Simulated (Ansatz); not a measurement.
Molecular dynamics on a 2×2×2 supercell (24 atoms) of Li₂Se (Fm-3m), relaxed with r2SCAN. Forces come from r2SCAN in the plane-wave code Ansatz: a Langevin thermostat at fixed volume, 1700 K, steps of 1 fs. Classical nuclei, no spin polarisation; a few dozen steps show the first response, not equilibrium.

```yaml
crystal:
  lattice:
    - [0.0, 5.9869177322, 5.9869177322]
    - [5.9869177322, 0.0, 5.9869177322]
    - [5.9869177322, 5.9869177322, 0.0]
  atoms:
    - { symbol: Li, position: [0.125, 0.125, 0.125] }
    - { symbol: Li, position: [0.375, 0.375, 0.375] }
    - { symbol: Se, position: [0.0, 0.0, 0.0] }
    - { symbol: Li, position: [0.125, 0.125, 0.625] }
    - { symbol: Li, position: [0.375, 0.375, 0.875] }
    - { symbol: Se, position: [0.0, 0.0, 0.5] }
    - { symbol: Li, position: [0.125, 0.625, 0.125] }
    - { symbol: Li, position: [0.375, 0.875, 0.375] }
    - { symbol: Se, position: [0.0, 0.5, 0.0] }
    - { symbol: Li, position: [0.125, 0.625, 0.625] }
    - { symbol: Li, position: [0.375, 0.875, 0.875] }
    - { symbol: Se, position: [0.0, 0.5, 0.5] }
    - { symbol: Li, position: [0.625, 0.125, 0.125] }
    - { symbol: Li, position: [0.875, 0.375, 0.375] }
    - { symbol: Se, position: [0.5, 0.0, 0.0] }
    - { symbol: Li, position: [0.625, 0.125, 0.625] }
    - { symbol: Li, position: [0.875, 0.375, 0.875] }
    - { symbol: Se, position: [0.5, 0.0, 0.5] }
    - { symbol: Li, position: [0.625, 0.625, 0.125] }
    - { symbol: Li, position: [0.875, 0.875, 0.375] }
    - { symbol: Se, position: [0.5, 0.5, 0.0] }
    - { symbol: Li, position: [0.625, 0.625, 0.625] }
    - { symbol: Li, position: [0.875, 0.875, 0.875] }
    - { symbol: Se, position: [0.5, 0.5, 0.5] }
kpoints:
  mp_grid: { grid: [2, 2, 2] }
hamiltonian:
  xc: r2scan
scf:
  occupations: { method: fermi_dirac, width: 0.146 }
md:
  ensemble: nvt_langevin
  temperature: 1700
  timestep: 1.0
  n_steps: 30
  initial_velocities: maxwell_boltzmann
  seed: 81
```

Run as `ansatz run input.yaml --threads 4 --pin off --max-ram 3686MiB --backend cpu --events-out ev --progress --plain --runs-dir out`. It ended after 7.6 min on 4 threads of Arm Neoverse V1, on a shared host, load about 1.1 per core; peak host memory 2.7 GiB.

```csv
step,t (fs),T (K),free energy F from step 0 (meV/atom),kinetic energy (meV/atom),largest force (eV/Å)
0,0,1629,0.0,210.6,0.00
1,1,1610,0.7,208.1,0.12
2,2,1535,2.6,198.4,0.25
3,3,1487,5.7,192.2,0.39
4,4,1448,10.2,187.2,0.55
5,5,1376,15.8,177.9,0.73
6,6,1369,22.6,177.0,0.92
7,7,1311,30.5,169.5,1.13
8,8,1239,39.4,160.2,1.35
9,9,1182,49.0,152.8,1.58
10,10,1152,59.4,148.9,1.84
11,11,1151,70.7,148.8,2.12
12,12,1113,82.7,143.8,2.40
13,13,974,94.2,126.0,2.63
14,14,898,104.5,116.1,2.81
15,15,893,113.6,115.5,2.95
16,16,783,121.9,101.2,3.06
17,17,758,129.3,98.0,3.12
18,18,691,135.4,89.3,3.12
19,19,715,140.1,92.4,3.06
20,20,714,143.8,92.3,2.94
21,21,669,146.3,86.5,2.78
22,22,726,147.2,93.8,2.59
23,23,760,146.6,98.3,2.54
24,24,778,145.0,100.5,2.46
25,25,840,142.4,108.6,2.35
26,26,920,139.2,118.9,2.22
27,27,1037,135.4,134.0,2.09
28,28,1135,131.1,146.8,1.96
```

The temperature starts at 1629 K, is lowest at step 21 (669 K, 21 fs) and ends at 1135 K. The thermostat hasn't had time to restore it. The atoms start on their lattice sites with kinetic energy alone, so much of it first passes into potential energy. By the last step the atoms have moved 0.31 Å in the root mean square, the drift of the whole cell taken out, 0.65 Å at most. The job's limit cut the run after 28 of 30 steps.

Positions (Å) and forces (eV/Å) at step 28:
```
Li   1.564   1.413   1.739    -0.667   0.437  -0.788
Li   4.429   4.747   4.955    -0.617  -0.738  -1.071
Se  -0.026  -0.186   0.096     1.253   0.960  -1.159
Li   4.620   4.728   1.440    -0.835  -0.836   0.985
Li   7.531   7.999   4.567    -0.619  -1.043  -0.083
Se   2.988   3.051   0.074    -1.028   0.704  -0.003
Li   4.469   1.328   3.908     0.653   0.657   1.403
Li   7.349   4.550   7.660    -0.009  -0.302  -0.617
Se   2.941   0.038   2.886     0.212  -0.725   0.468
Li   7.431   4.382   4.284     0.246   0.837   0.985
Li  10.731   7.403   7.395    -0.719   0.304  -0.199
Se   6.080   3.054   3.003    -0.668  -0.716  -0.153
Li   1.439   4.659   4.331    -0.023  -0.199   0.644
Li   4.434   7.944   7.424     0.613  -0.863   0.113
Se  -0.273   2.950   3.030     1.082   0.297   0.183
Li   4.251   7.615   4.678     0.844  -0.483  -0.416
Li   7.656  10.329   7.697    -0.225  -0.069  -1.053
Se   2.958   6.055   3.014     0.578  -0.508   0.080
Li   4.356   4.373   7.611     0.139   0.315  -0.366
Li   7.772   7.562  10.433    -0.909   0.113   0.416
Se   3.118   2.973   5.898     0.105   0.207   0.549
Li   7.249   7.136   7.837    -0.226   0.717  -0.899
Li  10.466  10.428  10.605    -0.114   0.226  -0.098
Se   5.918   6.053   5.900     0.933   0.706   1.077
```
